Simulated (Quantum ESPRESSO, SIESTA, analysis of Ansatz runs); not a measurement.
## Si_Ga in GaN (F-43m): levels and formation energies (SIESTA)

Question: at which Fermi levels does Si_Ga in GaN (F-43m) change its charge? Model: a cell of 54 host atoms with 1 Ga taken out and 1 Si put in.

Main program and level: SIESTA 5.4.2; SIESTA numerical-orbital DFT, PBEsol, DZP basis, PseudoDojo 0.4.1 potentials converted to PSML; charged supercells in a uniform background, point-charge correction with alignment at far sites.

## (1) Set-up

The cell holds 54 atoms: 26 Ga, 27 N and 1 Si. Its edges and angles: a = 9.607 Å, b = 9.607 Å, c = 9.607 Å, α = 60.0°, β = 60.0°, γ = 60.0°. It derives from GaN (space group F-43m). Nearest the centre at fractional (0.333, 0.667, 0.667): Si35 at 0.00 Å, N18 at 1.96 Å, N34 at 1.96 Å, N30 at 1.96 Å, N36 at 1.96 Å, Ga13 at 3.20 Å, Ga5 at 3.20 Å, Ga25 at 3.20 Å.

Coordinates:

```xyz
54
Lattice="0.0026 6.7935 6.7935 6.7935 0.0026 6.7935 6.7935 6.7935 0.0026" Properties=species:S:1:pos:R:3 pbc="T T T"
Ga   -0.0002   -0.0002   -0.0002
N     1.1321    1.1321    1.1321
Ga    2.2643    2.2643    0.0007
N     3.3966    3.3966    1.1330
Ga    4.5288    4.5288    0.0016
N     5.6611    5.6611    1.1338
Ga    2.2643    0.0007    2.2643
N     3.3966    1.1330    3.3966
Ga    4.5288    2.2652    2.2652
N     5.6611    3.3975    3.3975
Ga    6.7933    4.5297    2.2660
N     7.9256    5.6620    3.3983
Ga    4.5288    0.0016    4.5288
N     5.6611    1.1338    5.6611
Ga    6.7933    2.2660    4.5297
N     7.9256    3.3983    5.6620
Ga    9.0578    4.5305    4.5305
N    10.1901    5.6628    5.6628
Ga    0.0007    2.2643    2.2643
N     1.1330    3.3966    3.3966
Ga    2.2652    4.5288    2.2652
N     3.3975    5.6611    3.3975
Ga    4.5297    6.7933    2.2660
N     5.6620    7.9256    3.3983
Ga    2.2652    2.2652    4.5288
N     3.3975    3.3975    5.6611
Ga    4.5297    4.5297    4.5297
N     5.6620    5.6620    5.6620
Ga    6.7942    6.7942    4.5305
N     7.9264    7.9264    5.6628
Ga    4.5297    2.2660    6.7933
N     5.6620    3.3983    7.9256
Ga    6.7942    4.5305    6.7942
N     7.9264    5.6628    7.9264
Si    9.0586    6.7950    6.7950
N    10.1909    7.9273    7.9273
Ga    0.0016    4.5288    4.5288
N     1.1338    5.6611    5.6611
Ga    2.2660    6.7933    4.5297
N     3.3983    7.9256    5.6620
Ga    4.5305    9.0578    4.5305
N     5.6628   10.1901    5.6628
Ga    2.2660    4.5297    6.7933
N     3.3983    5.6620    7.9256
Ga    4.5305    6.7942    6.7942
N     5.6628    7.9264    7.9264
Ga    6.7950    9.0586    6.7950
N     7.9273   10.1909    7.9273
Ga    4.5305    4.5305    9.0578
N     5.6628    5.6628   10.1901
Ga    6.7950    6.7950    9.0586
N     7.9273    7.9273   10.1909
Ga    9.0595    9.0595    9.0595
N    10.1918   10.1918   10.1918
```

The host's dielectric constants go in as inputs: 6.13 for the electrons alone, 10.76 with the ions, from a response run on this crystal (DFPT, PBEsol, Quantum ESPRESSO) at that run's own cell.

The cell's shortest repeat is 9.6 Å.

The primitive cell was relaxed at this level beforehand, to 23.21 Å³.

The defect-free supercell was relaxed beforehand, from displaced atoms: they ended at most 0.01 Å from the sites they started about, so the symmetric structure holds.

## (2) Band edges

Levels are counted from the valence top, which comes from the unit cell, dense mesh; the energy of the host comes from the defect-free supercell at the defects' own k-points, so that the host's part of the sampling error cancels.

The input, host.fdf:

```
SystemName                      GaN
SystemLabel                     host
NumberOfSpecies                 2
NumberOfAtoms                   2
%block ChemicalSpeciesLabel
  1   31 Ga
  2    7 N
%endblock ChemicalSpeciesLabel
LatticeConstant                 1.0 Ang
%block LatticeVectors
     0.000875000     2.264491000     2.264491000
     2.264491000     0.000875000     2.264491000
     2.264491000     2.264491000     0.000875000
%endblock LatticeVectors
AtomicCoordinatesFormat         Fractional
%block AtomicCoordinatesAndAtomicSpecies
    -0.000042385    -0.000042385    -0.000042385  1
     0.249919368     0.249919368     0.249919368  2
%endblock AtomicCoordinatesAndAtomicSpecies
%block kgrid.MonkhorstPack
   12   0   0  0.00
    0  12   0  0.00
    0   0  12  0.00
%endblock kgrid.MonkhorstPack
XC.Functional                   GGA
XC.Authors                      PBEsol
PAO.BasisSize                   DZP
PAO.EnergyShift                 0.005 Ry
Mesh.Cutoff                     300 Ry
OccupationFunction              FD
ElectronicTemperature           0.01 eV
MaxSCFIterations                150
SCF.MustConverge                true
SCF.Mixer.Method                Pulay
SCF.Mixer.Weight                0.2
SCF.Mixer.History               10
SCF.DM.Tolerance                1.0e-4
SCF.H.Tolerance                 1.0e-3 eV
WriteForces                     true
Charge.Mulliken                 end
```

The run is started by

```console
$ OMP_NUM_THREADS=1 siesta host.fdf > host.out
```

Output:

```text
Version         : 5.4.2

                           ***********************
                           *  WELCOME TO SIESTA  *
                           ***********************

[...]
reinit: Reading from file host.fdf

reinit: -----------------------------------------------------------------------
reinit: System Name: GaN
reinit: -----------------------------------------------------------------------
reinit: System Label: host
reinit: -----------------------------------------------------------------------

initatom: Reading input for the pseudopotentials and atomic orbitals ----------
Species number:   1 Atomic number:   31 Label: Ga
Species number:   2 Atomic number:    7 Label: N

[... pseudopotential checks and orbital generation ...]

prinput: Basis input

PAO.BasisType split

%block ChemicalSpeciesLabel
    1   31 Ga                      # Species index, atomic number, species label
    2    7 N                       # Species index, atomic number, species label
%endblock ChemicalSpeciesLabel

%block PAO.Basis                 # Define Basis set
# WARNING: This information might be incomplete!
[...]
(Free)E + p*V (eV/cell)    -2359.2450
Target enthalpy (eV/cell)    -2359.2365
[...]
siesta: Final energy (eV):
siesta:  Band Struct. =    -300.928224
siesta:       Kinetic =    1897.633525
siesta:       Hartree =     592.178091
siesta:         Exch. =    -607.176754
siesta:         Corr. =     -39.278050
siesta:   Exch.-corr. =    -646.454804
siesta:  Ion-electron =   -2924.813018
siesta:       Ion-ion =   -1277.780327
siesta:         Total =   -2359.236533
siesta:         Fermi =      -5.464931
[...]
siesta: Stress tensor (static) (eV/Ang**3):
siesta:     0.000363   -0.000197   -0.000197
siesta:    -0.000197    0.000363   -0.000197
siesta:    -0.000197   -0.000197    0.000363
[...]
siesta: Cell volume =         23.210794 Ang**3
[...]
siesta: Pressure (static):
siesta:                Solid            Molecule  Units
siesta:          -0.00000396         -0.00000242  Ry/Bohr**3
siesta:          -0.00036322         -0.00022202  eV/Ang**3
siesta:          -0.58193601         -0.35572156  kBar
[...]
mulliken: Qtot =       18.000

Mulliken Atomic Populations:
Atom #   charge [q] valence [e]  Species
     1     0.862956   12.137044  Ga
     2    -0.862956    5.862956  N
 Total     0.000000

Job completed
```

Elapsed: 39 s, on 1 MPI rank of Arm Neoverse V2, shared host; peak memory 0.21 GiB.

The gap at this level is 1.65 eV.

Test of the sampling: at one point at (¼, ¼, ¼) the host's energy lies 74 meV an atom above its value on the primitive cell's dense mesh, too far, so all defect runs take a 2×2×2 mesh.

(Part 1 of 3 ends here.)

[Logs are printed without paths, hosts, clocks, repeated set-up lines and the standing remarks that a program may print on its own settings, such as how far it seeks lower states.]

[Hosts, paths, dates, database ids (printed as entryN), source tags and the programs' standing remarks are cut or masked in the printed files.]

[For some hosts the program warned that the k-mesh of the response run may be too coarse for force constants and the static dielectric constant; such warnings are not shown here.]

[Charge tables in the logs are Mulliken or Hirshfeld populations, whose sizes and signs can differ; where basis functions stand at a vacancy, SIESTA counts their charge against the missing atom's valence.]

[In relaxation paths of CP2K, step 0 can be the structure after the first move, since the trajectory file begins there, and the last row can be the final structure solved once more.]
